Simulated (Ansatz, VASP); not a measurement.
Given: the input of a run of Ansatz 0.2.0 on Sr.

Contents of input.yaml:

```yaml
crystal:
  lattice:
    - [4.2517496161, 0.0, 0.0]
    - [-2.1258748081, 3.6821231781, 0.0]
    - [0.0, 0.0, 6.9547180496]
  atoms:
    - { symbol: Sr, position: [0.6666666667, 0.3333333333, 0.75] }
    - { symbol: Sr, position: [0.3333333333, 0.6666666667, 0.25] }
hamiltonian:
  xc: pbe
  pseudopotentials: { kind: paw }
kpoints:
  mp_grid: { grid: [7, 7, 4] }
scf:
  occupations: { method: fermi_dirac, width: 0.05 }
output:
  forces: true
  stress: true
  eigenvalues: true
```

Potentials or basis: Ansatz PAW.

Command:

```console
$ ansatz run input.yaml --threads 2 --pin off --max-ram 5120MiB --backend cpu --events-out ev --progress --plain --runs-dir out
```

Question: Translate it to VASP 6.6.1. Potentials there: VASP PAW PBE potentials, release 64 (Sr_sv).

Answer: As run (the cutoff follows the program's own potentials):

File INCAR:

```
ALGO     = Normal         # electronic algorithm
EDIFF    = 1E-7           # SCF threshold, eV
ENCUT    = 520            # plane-wave cutoff, eV
GGA      = PE             # functional
ISIF     = 2              # what is computed and relaxed
ISMEAR   = -1             # smearing method
LASPH    = T              # aspherical terms in the spheres
LCHARG   = F              # write CHGCAR
LREAL    = F              # projectors in reciprocal space
LWAVE    = F              # write WAVECAR
NBANDS   = 17             # bands
NELM     = 60             # most SCF steps
PREC     = Accurate       # precision mode
SIGMA    = 0.05           # smearing width, eV
```

File KPOINTS:

```
k-points
0
Gamma
  7 7 4
```

Contents of POSCAR:

```
Sr
1.0
    4.2517496161      0.0000000000      0.0000000000
   -2.1258748081      3.6821231781      0.0000000000
    0.0000000000      0.0000000000      6.9547180496
Sr
2
Direct
    0.6666666667      0.3333333333      0.7500000000
    0.3333333333      0.6666666667      0.2500000000
```

Potentials or basis: VASP PAW PBE potentials, release 64 (Sr_sv).

The run is started by

```console
$ cat potpaw_PBE.64/Sr_sv/POTCAR > POTCAR
$ mpirun -np 1 vasp_std > vasp.out
```

Both were run:

|  | VASP | Ansatz | Ansatz less VASP |
| --- | --- | --- | --- |
| gap on the k mesh at the Fermi level (eV) | none | none | - |
| pressure (GPa) | 0.2 | 0.2 | 0.00 |
| largest component of the traceless stress (GPa) | 0.29 | 0.30 | +0.007 |

A gap of «none» marks a metal or a gap that the smearing closes.
